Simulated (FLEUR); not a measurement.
NaCl under changes of volume

One of the cells (21.813 Å³/atom); the others are scaled copies at fixed shape and fractional positions:

```
CELL_PARAMETERS angstrom
0.00000 2.79406 2.79406
2.79406 0.00000 2.79406
2.79406 2.79406 0.00000
ATOMIC_POSITIONS crystal
Cl 0.50000 0.50000 0.50000
Na 0.00000 0.00000 0.00000
```

The cell is a database's computed one.

| Property | Result |
| --- | --- |
| Program | FLEUR MaX-R8.1 (later development tree) |
| Functional | BLYP |
| Potentials or basis | all-electron |
| Basis | FLAPW |
| Kmax | 4.14 1/bohr |
| k mesh | 8 × 8 × 8 |
| Occupations | fermi-dirac, width 0.05 eV |
| Spin | no spin polarisation |

```csv
volume (Å³/atom),energy over the lowest point (meV/atom),gap on the mesh (eV)
20.504,?,?
20.940,23.86,5.38
21.813,8.29,5.21
22.685,1.21,5.02
23.121,0.00,4.95
```

What does the run at 20.504 Å³/atom give?

Energy over the lowest point 35.23 meV/atom; gap on the mesh 5.47 eV.

Worked out: A Birch-Murnaghan fit of order 2 (a polynomial in V^(-2/3)) to the other rows has its minimum at 23.19 Å³/atom, just outside them, with B0 = V·E''(V) = 30 GPa. It gives 35.17 meV/atom at 20.504 Å³/atom, against the run's 35.23. A straight line through the other rows of the gap, of slope -4.41 eV per unit of ln V (its deformation potential), extrapolates to 5.48 eV, against the run's 5.47.

Energies are extrapolated to zero smearing.
